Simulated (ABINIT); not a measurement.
The system is ZrH2.

```
Zr H
1.0
     0.00000    2.40923    2.40923
     2.40923    0.00000    2.40923
     2.40923    2.40923    0.00000
Zr H
1 2
Direct
  0.00000 0.00000 0.00000
  0.25000 0.25000 0.25000
  0.75000 0.75000 0.75000
```

The cell is a database's computed one.

Base run:

- Program: ABINIT 10.8.3 (patched build)
- Functional: PBEsol
- Potentials or basis: PseudoDojo NC SR PBEsol v0.4.1 standard
- Cutoff: 871 eV
- k mesh: 8 × 8 × 8
- Occupations: fermi-dirac, width 0.05 eV
- Spin: no spin polarisation

Its results: band gap on the k mesh none (metal or under the smearing width); pressure -4.7 GPa.

Question: The run is repeated on the same cell with these changes: functional from PBEsol to LDA; potentials or basis from PseudoDojo NC SR PBEsol v0.4.1 standard to JTH PAW LDA v2.0; cutoff from 871 eV to 517 eV. What comes out?

Answer: Band gap on the k mesh none (metal or under the smearing width); pressure -7.3 GPa.

Not every run made on this cell is shown here.
